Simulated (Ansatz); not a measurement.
Crystal: CuO.

```
Cu O
1.0
     2.87950    0.00000    0.00000
     0.03907    2.87928    0.00000
     0.01750    0.01724    5.17634
Cu O
2 2
Direct
  0.00000 0.50000 0.00000
  0.50000 0.00000 0.50000
  0.99842 0.00167 0.74989
  0.00158 0.99833 0.25011
```

The cell comes from a database or a generator and needn't be the stable form of this composition.

Base run:

* Program: Ansatz 0.2.0
* Functional: r2SCAN
* Potentials or basis: Ansatz PAW
* Cutoff: 500 eV (not typed: the program's choice for these potentials)
* k mesh: 9 × 9 × 5
* Occupations: fermi-dirac, width 0.05 eV
* Spin: no spin polarisation

Its results: band gap on the k mesh none (metal or under the smearing width); pressure -0.7 GPa; largest force 0.012 eV/Å.

Problem. The run is repeated on the same cell with these changes: functional from r2SCAN to PBE; cutoff from 500 eV (not typed: the program's choice for these potentials) to 250 eV. What comes out?

Solution. Band gap on the k mesh none (metal or under the smearing width); pressure 3.7 GPa; largest force 0.013 eV/Å.

Caveats: the run has no spin polarisation, though such a crystal can be magnetic; semilocal functionals often make such compounds metallic where correlation or magnetic order opens a gap, which also shifts bond lengths; the PAW data sets come from PBE, with cores solved anew for the run's functional, which leaves a small shift of forces and pressure (some runs); the pressure holds a Pulay correction of +174.5 GPa for the finite cutoff (some runs); the cutoff lies under the one recommended for these potentials (some runs).
